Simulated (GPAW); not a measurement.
A run of GPAW 26.7.0 is set up as follows.

run.py

```python
import numpy as np
from ase.dft.bandgap import bandgap
from ase.io import read, write
from gpaw import GPAW, PW
from gpaw.response.df import DielectricFunction

atoms = read('POSCAR')

calc = GPAW(mode=PW(650),
            xc='PBE',
            kpts={'size': (5, 5, 7), 'gamma': True},
            occupations={'name': 'fermi-dirac', 'width': 0.001},
            nbands=43,
            convergence={'density': 1e-06},
            maxiter=150,
            txt='gpaw.txt')
atoms.calc = calc
energy = atoms.get_potential_energy()
calc.write('gs.gpw')
write('result.traj', atoms)
print(f'Energy: {energy:.6f} eV')
print('Fermi level:', round(calc.get_fermi_level(), 4), 'eV')
print(f'Gap: {bandgap(calc)[0]:.4f} eV, direct: {bandgap(calc, direct=True)[0]:.4f} eV')

for size in [(5, 5, 8), (7, 7, 11)]:
    name = 'x'.join(str(n) for n in size)
    dense = calc.fixed_density(kpts={'size': size, 'gamma': True},
                               nbands=78, convergence={'bands': 72},
                               update_fermi_level=True, txt=f'dense-{name}.txt')
    dense.write(f'{name}.gpw', mode='all')
    df = DielectricFunction(f'{name}.gpw', frequencies=np.array([0.0]), hilbert=False, eta=0.001,
                            ecut=80, nbands=72, intraband=False, txt=f'df-{name}.txt')
    for xc in ['RPA', 'Bootstrap', 'LR0.1']:
        for direction in ['x', 'y', 'z', [0, 1, 1], [1, 0, 1], [1, 1, 0]]:
            e0, e = df.get_macroscopic_dielectric_constant(xc=xc, direction=direction)
            print(f'{name} {xc} {direction}: {e0:.4f} without, {e:.4f} with local fields')
```

The input POSCAR:

```
TiO2
1.0
    4.5998373239      0.0000000000      0.0000000000
    0.0000000000      4.5998373239      0.0000000000
    0.0000000000      0.0000000000      2.9592135600
Ti O
2 4
Direct
    0.0000000000      0.0000000000      0.5000000000
    0.5000000000      0.5000000000      0.0000000000
    0.3043213200      0.3043213200      0.5000000000
    0.1956786800      0.8043213200      0.0000000000
    0.8043213200      0.1956786800      0.0000000000
    0.6956786800      0.6956786800      0.5000000000
```

Potentials or basis: GPAW PAW data sets (gpaw-data 1.2.1), pw.

The run is started by

```sh
$ OMP_NUM_THREADS=1 python run.py
```

Problem. What does it give for the electronic dielectric tensor (diagonal)?

Solution. 6.54, 6.54, 7.75.

Problem. Predict the band gap on the k mesh.

Solution. 1.88 eV, direct.

Electronic dielectric tensor:
```
6.54 0.00 0.00
0.00 6.54 0.00
0.00 0.00 7.75
```

Caveat: the long-wavelength limit can be off by several per cent where d states take part; an odd mesh through Γ misses points on the zone boundary, where band edges often lie.

The gap isn't set beside the measured one, since this odd mesh misses points on the zone boundary.
